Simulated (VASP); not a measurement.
# Bi (C2/m) in VASP: a series of runs, part 2 of 2

VASP 6.6.1.

## Step 3: Single point, PBE

File INCAR:

```
SYSTEM = Bi
ADDGRID = .False.
ALGO = Normal
EDIFF = 1E-6
ENCUT = 460
GGA = PE
ISIF = 2
ISMEAR = -5
LASPH = .True.
LCHARG = .False.
LREAL = .False.
LWAVE = .False.
NBANDS = 22
NELM = 100
PREC = Accurate
SIGMA = 0.15
```

File KPOINTS:

```
k-points
0
Gamma
  9 9 12
  0 0 0
```

File POSCAR:

```
Bi
1.0
    3.4885980000     -3.1325780000      0.0000000000
    3.4885980000      3.1325780000      0.0000000000
   -1.2602350000      0.0000000000      3.1135500000
Bi
2
Direct
    0.7530610000      0.7530610000      0.8573820000
    0.2469390000      0.2469390000      0.1426180000
```

Potentials or basis: VASP PAW PBE potentials, release 64 (Bi_d).

Started as:

```console
> cat potpaw_PBE.64/Bi_d/POTCAR > POTCAR
> mpirun -np 1 vasp_std > vasp.out
```

OUTCAR:

```text
SYSTEM = Bi
   EDIFF = 1E-6
   ENCUT = 460
   GGA = PE
   ISIF = 2
   ISMEAR = -5
   LASPH = .True.
   LREAL = .False.
   NELM = 100
   PREC = Accurate

 Found    275 irreducible k-points:

 Following reciprocal coordinates:
            Coordinates               Weight
  0.000000  0.000000  0.000000      1.000000
  0.111111  0.000000  0.000000      4.000000
  0.222222 -0.000000  0.000000      4.000000
  0.333333  0.000000  0.000000      4.000000
  0.444444 -0.000000  0.000000      4.000000
  0.111111  0.111111  0.000000      2.000000
   k-points           NKPTS =    275   k-points in BZ     NKDIM =    275   number of bands    NBANDS=     22
   number of dos      NEDOS =    301   number of ions     NIONS =      2
   total plane-waves  NPLWV =  31104
   dimension x,y,z NGX =    36 NGY =   36 NGZ =   24
   dimension x,y,z NGXF=    72 NGYF=   72 NGZF=   48
   ions per type =               2
   NGX,Y,Z   is equivalent  to a cutoff of  12.76, 12.76, 11.88 a.u.
   NGXF,Y,Z  is equivalent  to a cutoff of  25.53, 25.53, 23.76 a.u.
 SYSTEM =  Bi
   PREC   = accura    normal or accurate (medium, high low for compatibility)
   ISTART =      0    job   : 0-new  1-cont  2-samecut
   ICHARG =      2    charge: 1-file 2-atom 10-const
   ISPIN  =      1    spin polarized calculation?
   LNONCOLLINEAR =      F non collinear calculations
   LSORBIT =      F    spin-orbit coupling
   LASPH  =      T    aspherical Exc in radial PAW
   ENCUT  =  460.0 eV  33.81 Ry    5.81 a.u.   8.20  8.20  5.87*2*pi/ulx,y,z
[... 47 lines left out ...]
  free energy    TOTEN  =        -7.68181764 eV

  energy without entropy =       -7.68181764  energy(sigma->0) =       -7.68181764

 E-fermi :   6.7753     XC(G=0):  -9.7818

 val. band max:        6.7829922041   @ k =  -0.3333   0.3333   0.5000
 cond. band min:       6.5187833604   @ k =   0.4444  -0.0000   0.0000
 fundamental gap:     -0.2642088437
 Fermi energy:         6.7753198403

 k-point     1 :       0.0000    0.0000    0.0000
  band No.  band energies     occupation
      1     -16.1993      2.00000
      2     -16.1733      2.00000
      3     -16.1296      2.00000
      4     -16.1023      2.00000
      5     -16.0224      2.00000
      6     -15.9997      2.00000
[... 139 lines left out ...]
     21      15.3483      0.00000
     22      16.1223      0.00000

 [... further k-points ...]
[... 5 lines left out ...]
  --------------------------------------------------------------------------------------
  -------------------------------------------------------------------------------------
  Total       -0.0953349     -0.1025232      0.2597648      0.0000000      0.0000000     -0.1314887
  in kB       -2.2445225     -2.4137588      6.1157852      0.0000000      0.0000000     -3.0957109
  external PRESSURE =       0.4858346 kB  Pullay stress =       0.0000000 kB

 VOLUME and BASIS-vectors are now :
 -----------------------------------------------------------------------------
  energy-cutoff  :      460.00
  volume of cell :       68.05
      direct lattice vectors                 reciprocal lattice vectors
     3.488598000 -3.132578000  0.000000000     0.143324052 -0.159612945  0.058011590
     3.488598000  3.132578000  0.000000000     0.143324052  0.159612945  0.058011590
    -1.260235000  0.000000000  3.113550000     0.000000000  0.000000000  0.321176792

 POSITION                                       TOTAL-FORCE (eV/Angst)
 -----------------------------------------------------------------------------------
      4.17375      0.00000      2.66950         0.072748      0.000000      0.035734
      1.54321      0.00000      0.44405        -0.072748      0.000000     -0.035734
 -----------------------------------------------------------------------------------
    total drift:                               -0.000000      0.000000      0.000000

  FREE ENERGIE OF THE ION-ELECTRON SYSTEM (eV)
  ---------------------------------------------------
  free  energy   TOTEN  =        -7.6818176380 eV

  energy  without entropy=       -7.6818176380  energy(sigma->0) =       -7.68181764
```

OSZICAR:

```text
N       E                     dE             d eps       ncg     rms          rms(c)
DAV:   1     0.293102096741E+03    0.29310E+03   -0.15175E+04 12112   0.153E+03
DAV:   2     0.166037762927E+02   -0.27650E+03   -0.26948E+03 12388   0.415E+02
DAV:   3    -0.687126466021E+01   -0.23475E+02   -0.23244E+02 14680   0.137E+02
DAV:   4    -0.765188370244E+01   -0.78062E+00   -0.78023E+00 15062   0.276E+01
DAV:   5    -0.768194027813E+01   -0.30057E-01   -0.30032E-01 16988   0.485E+00    0.766E-01
DAV:   6    -0.768029218615E+01    0.16481E-02   -0.17889E-02 16196   0.146E+00    0.464E-01
DAV:   7    -0.768165195667E+01   -0.13598E-02   -0.10105E-02 15264   0.116E+00    0.115E-01
DAV:   8    -0.768182295136E+01   -0.17099E-03   -0.11043E-03 14280   0.401E-01    0.133E-02
DAV:   9    -0.768182357638E+01   -0.62502E-06   -0.33729E-05 17822   0.500E-02    0.713E-03
DAV:  10    -0.768181672802E+01    0.68484E-05   -0.26660E-06 12066   0.170E-02    0.104E-03
DAV:  11    -0.768181763796E+01   -0.90994E-06   -0.51623E-07  8258   0.938E-03
   1 F= -.76818176E+01 E0= -.76818176E+01  d E =0.000000E+00
```

stdout:

```text
POSCAR found type information on POSCAR Bi
 POSCAR found :  1 types and       2 ions
 scaLAPACK will be used
 LDA part: xc-table for (Slater+PW92), standard interpolation
 POSCAR, INCAR and KPOINTS ok, starting setup
 FFT: planning ... GRIDC
 FFT: planning ... GRID_SOFT
 FFT: planning ... GRID
 WAVECAR not read
 entering main loop
 -----------------------------------------------------------------------------
|                                                                             |
|           W    W    AA    RRRRR   N    N  II  N    N   GGGG   !!!           |
|           W    W   A  A   R    R  NN   N  II  NN   N  G    G  !!!           |
|           W    W  A    A  R    R  N N  N  II  N N  N  G       !!!           |
|           W WW W  AAAAAA  RRRRR   N  N N  II  N  N N  G  GGG   !            |
|           WW  WW  A    A  R   R   N   NN  II  N   NN  G    G                |
|           W    W  A    A  R    R  N    N  II  N    N   GGGG   !!!           |
|                                                                             |
|     Tetrahedron method does not include variations of the Fermi             |
|     occupations, so forces and stress will be inaccurate. We suggest        |
|     using a different smearing scheme ISMEAR = 1 or 2 for metals in         |
|     relaxations.                                                            |
|                                                                             |
 -----------------------------------------------------------------------------
```

Run time: 1.8 min. Hardware: 1 thread of Intel Xeon 6975P-C (Granite Rapids), shared host; peak memory 0.38 GiB.

These settings aren't checked as converged: the numbers below hold their error.

What came out:

```
Free energy            : -7.6818 eV
Pressure               : 0.0 GPa
Largest force          : 0.081 eV/Å
Band gap on the k mesh : none (metal or under the smearing width)
```

Caveat: spin-orbit coupling is left out, which moves the levels of the heavy elements; tetrahedron occupations give inexact forces and stress in metals.

## Step 4: Single point, PBE

INCAR: that of step 3 with these lines changed.

```diff
@@ -7,3 +7,3 @@
 ISIF = 2
-ISMEAR = -5
+ISMEAR = 0
 LASPH = .True.
```

KPOINTS is that of step 3.

POSCAR is that of step 3.

Started as:

```console
> cat potpaw_PBE.64/Bi_d/POTCAR > POTCAR
> mpirun -np 1 vasp_std > vasp.out
```

It took 1.9 min on 1 thread of Intel Xeon 6975P-C (Granite Rapids), shared host; peak memory 0.37 GiB.

The run converged, but some of its settings lie outside the range that counts as converged, so its numbers aren't taken as properties of the crystal.

What came out:

```
Free energy            : -7.6845 eV
Pressure               : 0.1 GPa
Largest force          : 0.024 eV/Å
Band gap on the k mesh : none (metal or under the smearing width)
```

Caveat: spin-orbit coupling is left out, which moves the levels of the heavy elements.

## Step 5: Single point, PBE

INCAR: that of step 4 with these lines changed.

```diff
@@ -7,3 +7,3 @@
 ISIF = 2
-ISMEAR = 0
+ISMEAR = -1
 LASPH = .True.
```

KPOINTS is that of step 4.

POSCAR is that of step 4.

Potentials or basis: VASP PAW PBE potentials, release 64 (Bi_d).

Started as:

```console
> cat potpaw_PBE.64/Bi_d/POTCAR > POTCAR
> mpirun -np 1 vasp_std > vasp.out
```

OUTCAR:

```text
SYSTEM = Bi
   EDIFF = 1E-6
   ENCUT = 460
   GGA = PE
   ISIF = 2
   ISMEAR = -1
   LASPH = .True.
   LREAL = .False.
   NELM = 100
   PREC = Accurate

 Found    275 irreducible k-points:

 Following reciprocal coordinates:
            Coordinates               Weight
  0.000000  0.000000  0.000000      1.000000
  0.111111  0.000000  0.000000      4.000000
  0.222222 -0.000000  0.000000      4.000000
  0.333333  0.000000  0.000000      4.000000
  0.444444 -0.000000  0.000000      4.000000
  0.111111  0.111111  0.000000      2.000000
   k-points           NKPTS =    275   k-points in BZ     NKDIM =    275   number of bands    NBANDS=     22
   number of dos      NEDOS =    301   number of ions     NIONS =      2
[... 220 lines left out ...]
     22      16.1208      0.00000

 [... further k-points ...]
[... 5 lines left out ...]
  --------------------------------------------------------------------------------------
  -------------------------------------------------------------------------------------
  Total        0.0489281     -0.0083116      0.1481720      0.0000000      0.0000000     -0.1161014
  in kB        1.1519407     -0.1956835      3.4884946      0.0000000      0.0000000     -2.7334380
  external PRESSURE =       1.4815840 kB  Pullay stress =       0.0000000 kB

 VOLUME and BASIS-vectors are now :
 -----------------------------------------------------------------------------
  energy-cutoff  :      460.00
  volume of cell :       68.05
      direct lattice vectors                 reciprocal lattice vectors
     3.488598000 -3.132578000  0.000000000     0.143324052 -0.159612945  0.058011590
     3.488598000  3.132578000  0.000000000     0.143324052  0.159612945  0.058011590
    -1.260235000  0.000000000  3.113550000     0.000000000  0.000000000  0.321176792

 POSITION                                       TOTAL-FORCE (eV/Angst)
 -----------------------------------------------------------------------------------
      4.17375      0.00000      2.66950         0.015911      0.000000      0.016180
      1.54321      0.00000      0.44405        -0.015911      0.000000     -0.016180
 -----------------------------------------------------------------------------------
    total drift:                               -0.000000      0.000000      0.000000

  FREE ENERGIE OF THE ION-ELECTRON SYSTEM (eV)
  ---------------------------------------------------
  free  energy   TOTEN  =        -7.7215316447 eV

  energy  without entropy=       -7.6353230200  energy(sigma->0) =       -7.67842733
```

stdout:

```text
POSCAR found type information on POSCAR Bi
 POSCAR found :  1 types and       2 ions
 scaLAPACK will be used
 LDA part: xc-table for (Slater+PW92), standard interpolation
 POSCAR, INCAR and KPOINTS ok, starting setup
 FFT: planning ... GRIDC
 FFT: planning ... GRID_SOFT
 FFT: planning ... GRID
 WAVECAR not read
 entering main loop
```

It took 1.7 min on 1 thread of Intel Xeon 6975P-C (Granite Rapids), shared host; peak memory 0.36 GiB.

The run converged, but some of its settings lie outside the range that counts as converged, so its numbers aren't taken as properties of the crystal.

Results:

| Property | Result |
| --- | --- |
| Free energy | -7.7215 eV |
| Pressure | 0.1 GPa |
| Largest force | 0.023 eV/Å |
| Band gap on the k mesh | none (metal or under the smearing width) |

Caveat: spin-orbit coupling is left out, which moves the levels of the heavy elements.

## Step 6: For comparison

An earlier run on the cell as given: functional PBEsol; potentials or basis VASP PAW PBE potentials, release 64 (Bi_d); cutoff 520 eV; k mesh 6 × 6 × 9; occupations fermi-dirac, width 0.05 eV; no spin polarisation.

* Pressure: -2.5 GPa
* Largest force: 0.057 eV/Å
* Band gap on the k mesh: none (metal or under the smearing width)
